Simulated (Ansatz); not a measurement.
**What strain does to NaH (rocksalt)**

Rocksalt NaH, relaxed with r2SCAN in the PAW code Ansatz. It is cubic, Fm-3m (No. 225); a = 4.795 Å in the conventional setting, 13.78 Å³ an atom. Na has 6 H at 2.40 Å; H has 6 Na at 2.40 Å.

The axes x, y and z are those of this cell:
```
CELL_PARAMETERS angstrom
0.00000 2.39751 2.39751
2.39751 0.00000 2.39751
2.39751 2.39751 0.00000
ATOMIC_POSITIONS crystal
Na 0.00000 0.00000 0.00000
H 0.50000 0.50000 0.50000
```

Unstrained: PBE gives an indirect gap of 3.802 eV, from W to L; the least direct gap is 4.672 eV at L. r2SCAN gives an indirect gap of 4.401 eV, from W to L; the least direct gap is 5.264 eV at L. HSE06 gives an indirect gap of 4.849 eV, from W to L; the least direct gap is 5.811 eV at L. Meshes: PBE 10×10×10, r2SCAN 10×10×10, HSE06 6×6×6. Strains are changes of length per length. After each strain the atoms were relaxed again with r2SCAN within the symmetry that the strain leaves, so tilts or polar shifts that break it weren't tested; points keep the names that they have in the unstrained zone. The values are computed, spin-unpolarised, and not measurements.

Changes of the least gap in eV (an overlap counts as a negative gap):

| strain | volume change (%) | space group | PBE | r2SCAN | HSE06 | energy rise, r2SCAN (meV/atom) |
| --- | --- | --- | --- | --- | --- | --- |
| uniaxial +5.25 % along [111] | +5.3 | R-3m | -0.398 | -0.406 | -0.418 | 6.5 |

Uniaxial +5.25 % along [111], other directions held. HSE06: the gap goes from 4.849 to 4.431 eV (-0.418 eV). Stress change with r2SCAN, compression positive: xx -1.14, yy -1.14, zz -1.14, xy -0.86, xz -0.86, yz -0.86 GPa.

The meshes of the hybrids are coarse, so their gaps aren't converged to the digits shown.
